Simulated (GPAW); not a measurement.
The system is Al.

```
Al
1.0
    -0.02046    1.97065    2.04383
     2.00266    0.00997    2.01341
     2.05929    1.99687   -0.04667
Al
1
Direct
  0.00000 0.00000 0.00000
```

The cell isn't the ideal one: cell sheared at random, sigma 0.03, atoms nudged by 0.01 Å.

Base run:

```yaml
Program: GPAW 26.7.0
Functional: PBE
Potentials_or_basis: SG15 ONCV 1.2
Cutoff: 1100 eV
Basis: pw
k_mesh: 11 × 11 × 11
Occupations: fermi-dirac, width 0.05 eV
Spin: no spin polarisation
```

Its results: band gap on the k mesh none (metal or under the smearing width); pressure 0.1 GPa.

Question: The run is repeated on the same cell with these changes: potentials or basis from SG15 ONCV 1.2 to JTH PAW 2.0, PBE; cutoff from 1100 eV to 600 eV; valence electrons from 11 to 3. What comes out?

Answer: Band gap on the k mesh none (metal or under the smearing width); pressure -0.3 GPa.

Caveats: the program truncates these outside data sets (some runs).
